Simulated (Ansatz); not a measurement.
The system is InSe.

```
CELL_PARAMETERS angstrom
2.00000 1.15470 8.44000
-2.00000 1.15470 8.44000
0.00000 -2.30940 8.44000
ATOMIC_POSITIONS crystal
In 0.88860 0.88860 0.88860
In 0.00000 0.00000 0.00000
Se 0.17190 0.17190 0.17190
Se 0.38350 0.38350 0.38350
```

| Property | Result |
| --- | --- |
| Program | Ansatz 0.2.0 |
| Task | relaxation of cell and atoms |
| Functional | BLYP |
| Dispersion | D4 |
| Potentials or basis | Ansatz PAW |
| Cutoff | 420 eV (not typed: the program's choice for these potentials) |
| k mesh | 8 × 8 × 8 |
| Occupations | fermi-dirac, width 0.05 eV |
| Spin | no spin polarisation |

At the start: volume 29.24 Å³/atom.

Task: Where does the relaxation end?

Result: It ends after 7 steps and the volume is 29.70 Å³/atom (+1.6 %); space group R3m (No. 160, to 0.05 Å).

The path:
| step | energy change (eV) | largest force (eV/Å) | volume (Å³) |
| --- | --- | --- | --- |
| 1 | 0.0000 | 0.4635 | 116.95 |
| 2 | -0.0052 | 0.6477 | 117.48 |
| 3 | -0.0546 | 0.3086 | 120.09 |
| 4 | -0.0608 | 0.0249 | 118.64 |
| 5 | -0.0629 | 0.0276 | 118.79 |
| 6 | -0.0631 | 0.0006 | 118.79 |
| 7 | -0.0633 | 0.0004 | 118.79 |

Final structure:
```
In Se
1.0
     2.04744    1.18209    8.18050
    -2.04744    1.18209    8.18050
     0.00000   -2.36418    8.18050
In Se
2 2
Direct
  0.88712 0.88712 0.88712
  0.00144 0.00144 0.00144
  0.16881 0.16881 0.16881
  0.38663 0.38663 0.38663
```

Caveat: the plane-wave basis is chosen anew once the cell has moved, so the energies of steps on either side of that aren't comparable; the PAW data sets come from PBE, with cores solved anew for the run's functional, which leaves a small shift of forces and pressure.
